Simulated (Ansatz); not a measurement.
Crystal: MnS.

```
Mn S
1.0
    -1.83000   -1.05655    5.94184
     1.83000   -1.05655    5.94184
     0.00000    2.11310    5.94184
Mn S
2 2
Cartesian
  0.0000 0.0000 0.0000
  0.0000 0.0000 8.9128
  0.0000 0.0000 4.4564
  0.0000 0.0000 13.3691
```

The cell is a database's computed one.

The cell isn't the ideal one: another cell of the same crystal, with 4 atoms.

Base run:

* Program: Ansatz 0.2.0
* Functional: PBEsol
* Potentials or basis: Ansatz PAW
* Cutoff: 420 eV
* Density cutoff: 1680 eV
* k mesh: 9 × 9 × 9
* Occupations: fermi-dirac, width 0.05 eV
* Spin: collinear spin, antiferromagnetic start
* Starting moments: [4.0, -4.0, 0.0, 0.0] μB
* Hubbard terms: Mn d U = 6 eV

Its results: band gap on the k mesh 2.38 eV; pressure 4.3 GPa; net moment 0.00 μB per cell; site moments Mn +4.46, -4.46; S -0.00 μB.

Problem. The run is repeated on the same cell with these changes: hubbard terms from Mn d U = 6 eV to Mn d U = 5 eV. What comes out?

Solution. Band gap on the k mesh 2.35 eV; pressure 3.0 GPa; net moment 0.00 μB per cell; site moments Mn +4.42, -4.42; S -0.00 μB.

Caveats: the magnetic or orbital state may not be the lowest; odd divisions of the mesh miss points on the zone boundary, where band edges often lie, so the gap on the mesh can be too wide; the PAW data sets come from PBE, with cores solved anew for the run's functional, which leaves a small shift of forces and pressure.

A k mesh can miss the band edges.

Not every run made on this cell is shown here.
